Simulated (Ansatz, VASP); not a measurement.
**One calculation of CdS, two programs**

Contents of INCAR:

```
PREC = Accurate
ENCUT = 520
EDIFF = 1E-6
ISMEAR = -1
SIGMA = 0.01
LREAL = F
LASPH = T
NELM = 60
ALGO = Normal
ISIF = 2
LWAVE = F
LCHARG = F
GGA = PE
NBANDS = 26
```

Contents of KPOINTS:

```
Automatic mesh
0
Gamma
  7 7 4
```

Contents of POSCAR:

```
CdS
1.0
    4.1485361787      0.0000000000      0.0000000000
   -2.0742680894      3.5927377193      0.0000000000
    0.0000000000      0.0000000000      6.7714220916
Cd S
2 2
Direct
    0.3333333333      0.6666666667      0.0000000000
    0.6666666667      0.3333333333      0.5000000000
    0.3333333333      0.6666666667      0.3850000000
    0.6666666667      0.3333333333      0.8850000000
```

Input for Ansatz:

```yaml
crystal:
  lattice:
    - [4.1485361787, 0.0, 0.0]
    - [-2.0742680894, 3.5927377193, 0.0]
    - [0.0, 0.0, 6.7714220916]
  atoms:
    - { symbol: Cd, position: [0.3333333333, 0.6666666667, 0.0] }
    - { symbol: Cd, position: [0.6666666667, 0.3333333333, 0.5] }
    - { symbol: S, position: [0.3333333333, 0.6666666667, 0.385] }
    - { symbol: S, position: [0.6666666667, 0.3333333333, 0.885] }
kpoints:
  mp_grid: { grid: [7, 7, 4] }
  band_path:
    path:
      - [0.0, 0.0, 0.0]
      - [0.5, 0.0, 0.0]
      - [0.3333333333, 0.3333333333, 0.0]
      - [0.0, 0.0, 0.0]
      - [0.0, 0.0, 0.5]
      - [0.5, 0.0, 0.5]
      - [0.3333333333, 0.3333333333, 0.5]
      - [0.0, 0.0, 0.5]
      - [0.5, 0.0, 0.5]
    npoints: 5
scf:
  occupations: { method: fermi_dirac, width: 0.01 }
hamiltonian:
  xc: pbe
  pseudopotentials: { kind: all_electron, lapw: { basis_error: 0.001 } }
output:
  forces: true
  stress: true
  eigenvalues: true
```

Change from the starting cell: volume scaled by 1.01.

Alike in both runs: task single point; functional PBE; k mesh 7 × 7 × 4; occupations fermi-dirac, width 0.01 eV; no spin polarisation.

|  | VASP | Ansatz |
| --- | --- | --- |
| version | VASP 6.6.1 | Ansatz 0.2.0 |
| potentials or method | VASP PAW PBE potentials, release 64 (Cd, S) | all-electron LAPW, scalar-relativistic |
| plane-wave cutoff (eV) | 520 | see its input |

VASP gave:

```
gap on the k mesh at the Fermi level (eV)       : 1.21
pressure (GPa)                                  : 2.2
largest component of the traceless stress (GPa) : 1.46
rms of the force components (eV/Å)              : 0.149
```

Q: Which values does Ansatz return?

A: gap on the k mesh at the Fermi level (eV): 1.20; pressure (GPa): 1.9; largest component of the traceless stress (GPa): 1.41; rms of the force components (eV/Å): 0.145.

Atom by atom the forces differ by 0.004 eV/Å (rms over components). Ansatz ran all-electron here, so the differences hold the error of VASP's frozen core and of both bases.
